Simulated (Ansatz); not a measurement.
What a trial cell of BeTe relaxes into

Level of theory: DFT PBE+D3(BJ), scalar-relativistic, plane waves, PAW (Ansatz). Cutoff 420 eV, Gaussian smearing, Γ-centred meshes. Cell and atoms relax first on a coarse mesh and then on a converged one. In between, the cell is made exact in the group found at 0.06 Å. The steps can't lower the symmetry of their start. No spin polarisation.

The cell of BeTe is invented: sheets of the MnAs type stacked in turn (Pmmn, No. 59) (elements of the layers in order: BeTe (MnAs type), BeTe (MnAs type)). A sheet's type names the database crystal that the layer was cut from.

```cif
data_structure
_symmetry_space_group_name_H-M 'Pmmn:1'
_symmetry_Int_Tables_number 59
_cell_length_a 3.8831
_cell_length_b 12.2841
_cell_length_c 3.8838
_cell_angle_alpha 90.000
_cell_angle_beta 90.000
_cell_angle_gamma 90.000
_cell_volume 185.26
loop_
_atom_site_label
_atom_site_type_symbol
_atom_site_symmetry_multiplicity
_atom_site_Wyckoff_symbol
_atom_site_fract_x
_atom_site_fract_y
_atom_site_fract_z
_atom_site_occupancy
Be1 Be 4 e 0.00000 0.74859 0.26713 1
Te1 Te 4 e 0.00000 0.63920 0.75786 1
```

Energies over the elements count from the elements' standard structures at the same level, with no fitted energy shifts.

Problem. Where does the relaxation end?

Solution. The symmetry goes from Pmmn (No. 59) to I4/mmm (No. 139), and the primitive cell from 8 to 4 atoms. The volume per atom grows by 14.3 %, from 23.2 to 26.5 Å³. The shortest distance goes from 2.33 Å (Be–Te) to 2.46 Å (Be–Te). The energy falls by about 0.15 eV/atom (the start's value is from the coarse mesh). The end is written in a standard setting, so origin, axes and order of atoms can differ from the start's. Conventional cell: a = 3.840 Å, c = 14.359 Å. Be has 4 Te at 2.46 Å and 4 Be at 2.72 Å; Te has 4 Be at 2.46 Å.

```
CELL_PARAMETERS angstrom
-1.91983 1.91983 7.17935
1.91983 -1.91983 7.17935
1.91983 1.91983 -7.17935
ATOMIC_POSITIONS crystal
Be 0.75000 0.25000 0.50000
Be 0.25000 0.75000 0.50000
Te 0.64268 0.64268 0.00000
Te 0.35732 0.35732 0.00000
```

Problem. Give its energy and gap.

Solution.

| Property | Result |
| --- | --- |
| Energy over the elements | −0.144 eV/atom |
| Gap on the 10×10×10 mesh of the 4-atom cell | 2.18 eV |

Whether it is stable depends on the other phases of the system, which aren't compared here.

The last run used Gaussian smearing of 0.02 eV. These runs have no spin–orbit coupling, which can matter for Te. Kohn–Sham gaps at this level usually fall short of measured ones. The missing spin–orbit coupling can work the other way here. A structure relaxed within its symmetry needn't be a true minimum. In all, the 3 runs took 6.6 min on 1 thread of Arm Neoverse N1, with other jobs on the host.
